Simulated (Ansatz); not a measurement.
Runs of Ansatz 0.2.0 on Ge. It takes space group I4/mmm (No. 139, tetragonal). The conventional cell has a = 3.217 Å, b = 3.217 Å, c = 3.746 Å, α = 90.00°, β = 90.00°, γ = 90.00°. Around Ge (site symmetry 4/mmm) lie 12 Ge at 2.95 to 3.22 Å. The cell was built by a generator and needn't be a form met in nature.

```csv
task,level,potentials or basis,cell,k mesh,points for each segment of the path,mesh quality,gap on the mesh (eV),V0 of scaled cells (Å³/atom),B0 (GPa)
equation of state,PBE,Ansatz PAW,as given,12 × 12 × 12,-,not flagged,-,(a),60
relaxation of cell and atoms,HSEsol,Ansatz PAW,relaxed,6 × 6 × 6,-,coarse,none,-,-
equation of state,PBE,Ansatz PAW soft_1,as given,12 × 12 × 12,-,not flagged,-,19.59,60
single point,PBE,Ansatz PAW,as given,12 × 12 × 12,-,not flagged,none,-,-
band structure,HSE06,Ansatz PAW,as given,6 × 6 × 6,4,coarse,none,-,-
```

Alike in all rows: no spin polarisation; cutoff (eV) 420; smearing fermi-dirac 0.05 eV.

Q: Fill in the values left out.

A: (a) 19.58.

Caveats: some runs use coarse meshes; the cell was scaled at fixed shape and fractional positions, which overstates the stiffness of a crystal with free parameters, most of all of layers and chains (some runs); the PAW data sets come from PBE, with cores solved anew for the run's functional, which leaves a small shift of forces and pressure (some runs); the plane-wave basis is chosen anew once the cell has moved, so the energies of steps on either side of that aren't comparable (some runs).

A k mesh can miss the band edges, and the runs leave out spin-orbit coupling on Ge.

A gap of «none» marks a metal or a gap under the smearing width.

Not every run made on this cell is shown here.
